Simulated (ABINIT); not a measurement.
Here is an ABINIT 10.8.3 (patched build) calculation.

The input run.abi:

```
# Pseudopotentials
pp_dirpath "./"
pseudos "Ti.upf, Si.upf"

# Structure
acell 3*1.0 Angstrom
rprim
     3.7440269000     0.0000000000     0.0000000000
     0.0000000000     1.7965267800     2.0505919100
     0.0000000000    -1.7965267800     2.0505919100
ntypat 2
znucl 22 14
natom 2
typat 1 2
xred
     0.0000000000     0.0507456900     0.0507456900
     0.5000000000     0.5507543100     0.5507543100
chkprim 0
chksymtnons 0
tolsym 1.0e-6

# Plane-wave basis
ecut 42.0

# k points
kptopt 1
ngkpt 5 8 8
nshiftk 1
shiftk 0.0 0.0 0.0

# Exchange and correlation
ixc 7

# Bands and occupations
nband 12
occopt 3
tsmear 0.05 eV

# SCF cycle
nstep 100
tolvrs 1.0e-10

# Output
iomode 3
prtwf 0
prtden 0
prteig 0
prtebands 0
enunit 1
```

Potentials or basis: PseudoDojo NC SR LDA v0.4.1 standard.

Launch:

```sh
$ mpirun --bind-to none -np 4 abinit run.abi > log 2>&1
```

Q: Predict the pressure.

A: 0.0 GPa.

Q: Predict the band gap on the k mesh.

A: None (metal or under the smearing width).
